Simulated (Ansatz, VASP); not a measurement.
## Two plane-wave programs on PbSe

The input INCAR:

```
SYSTEM = PbSe
ALGO = Fast
EDIFF = 1E-6
ENCUT = 520
GGA = PE
ISIF = 2
ISMEAR = 0
LASPH = .TRUE.
LCHARG = .FALSE.
LREAL = .FALSE.
LWAVE = .FALSE.
NBANDS = 28
NELM = 100
PREC = Accurate
SIGMA = 0.05
```

The input KPOINTS:

```
k-points
0
G
  6 6 6
  0 0 0
```

The input POSCAR:

```
PbSe
1.0
    0.0000000000     12.0007990000      3.1254420000
    3.1181510000      0.0000000000      3.1254420000
    3.1181510000     12.0007990000      0.0000000000
Pb Se
2 2
Direct
    0.1907300000      0.8052670000      0.1947330000
    0.8052670000      0.1907300000      0.8092700000
    0.6744230000      0.2955810000      0.7044190000
    0.2955810000      0.6744230000      0.3255770000
```

Input for Ansatz:

```yaml
crystal:
  lattice:
    - [0.0, 12.000799, 3.125442]
    - [3.118151, 0.0, 3.125442]
    - [3.118151, 12.000799, 0.0]
  atoms:
    - { symbol: Pb, position: [0.19073, 0.805267, 0.194733] }
    - { symbol: Pb, position: [0.805267, 0.19073, 0.80927] }
    - { symbol: Se, position: [0.674423, 0.295581, 0.704419] }
    - { symbol: Se, position: [0.295581, 0.674423, 0.325577] }
basis:
  ecutwfc: 420
kpoints:
  mp_grid: { grid: [6, 6, 6] }
hamiltonian:
  xc: pbe
scf:
  occupations: { method: gaussian, width: 0.05 }
output:
  forces: true
  stress: true
  eigenvalues: true
```

The cell comes from a database or a generator and needn't be the stable form of this composition.

Alike in both runs: task single point; functional PBE; k mesh 6 × 6 × 6; occupations gaussian, width 0.05 eV; no spin polarisation.

```csv
,VASP,Ansatz
version,VASP 6.6.1,Ansatz 0.2.0
potentials or method,"VASP PAW PBE potentials, release 64 (Pb_d, Se)","scalar-relativistic, plane waves, PAW"
plane-wave cutoff (eV),520,420
valence electrons in the cell,40,60
```

```tsv
	VASP	Ansatz	Ansatz less VASP
gap on the k mesh at the Fermi level (eV)	1.68	1.68	-0.002
least direct gap on the mesh (eV)	1.68	1.68	-0.002
pressure (GPa)	0.0	0.0	+0.01
rms of the force components (eV/Å)	0.013	0.013	+0.0001
```

Atom by atom the forces differ by 0.005 eV/Å (rms over components). The two sets of potentials don't hold the same shells in valence.

Caveats: spin-orbit coupling is left out, which as a rule narrows the gap of such compounds by several tenths of an eV. A k mesh can miss the band edges.
